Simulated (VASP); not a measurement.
MnO2:

```
CELL_PARAMETERS angstrom
2.90416 0.00000 0.00000
0.00000 3.84481 0.00000
0.00000 0.00000 6.16426
ATOMIC_POSITIONS crystal
Mn 0.50000 0.50000 0.34330
Mn 0.00000 0.00000 0.65670
O 0.50000 0.00000 0.83757
O 0.00000 0.50000 0.16243
O 0.50000 0.00000 0.42180
O 0.00000 0.50000 0.57820
```

Measurements of this composition are mostly on another form, of space group No. 136.

```yaml
Program: VASP 6.6.1
Task: single point
Functional: PBE
Potentials_or_basis: VASP PAW PBE potentials, release 64 (Mn_pv, O)
Cutoff: 520 eV
k_mesh: 9 × 7 × 5
Occupations: fermi-dirac, width 0.05 eV
Spin: collinear spin, ferromagnetic start
Starting_moments: "[4.0, 4.0, 0.0, 0.0, 0.0, 0.0] μB"
```

On this cell: pressure -6.4 GPa; largest force 0.668 eV/Å; net moment 6.00 μB per cell; site moments Mn +2.79; O +0.12, -0.01 μB; band gap on the k mesh none (metal or under the smearing width).

The same run follows on a disturbed copy (atoms moved at random, drawn with an rms of 0.05 Å):

```xyz
6
Lattice="2.9042 0.0000 0.0000 0.0000 3.8448 0.0000 0.0000 0.0000 6.1643" Properties=species:S:1:pos:R:3 pbc="T T T"
Mn    1.4377    1.9301    2.1036
Mn    0.0625    0.0072    4.0541
O     1.4566    0.0496    5.1849
O     0.0003    1.9242    1.0275
O     1.4100    0.0185    2.6269
O     0.0018    1.9424    3.5729
```

What changes?

The energy (extrapolated to zero smearing) moves by +7.2 meV/atom; pressure -5.4 GPa; largest force 0.935 eV/Å; net moment 6.00 μB per cell; site moments Mn +2.79, +2.78; O +0.11, +0.12, -0.00, -0.01 μB; band gap on the k mesh none (metal or under the smearing width).

Forces on the atoms (eV/Å):
```
Mn   0.077  0.028  0.563
Mn  -0.653  0.193  0.641
O    0.247 -0.154 -0.804
O   -0.168  0.029  0.046
O    0.463 -0.071 -0.328
O    0.034 -0.026 -0.118
```

Stress tensor (GPa, compression positive):
```
-8.30  0.01 -0.15
 0.01 -5.04 -0.36
-0.15 -0.36 -2.96
```

Caveats: semilocal functionals often make such compounds metallic where correlation or magnetic order opens a gap, which also shifts bond lengths; only a ferromagnetic start was run, and an antiferromagnetic order may lie lower in energy.
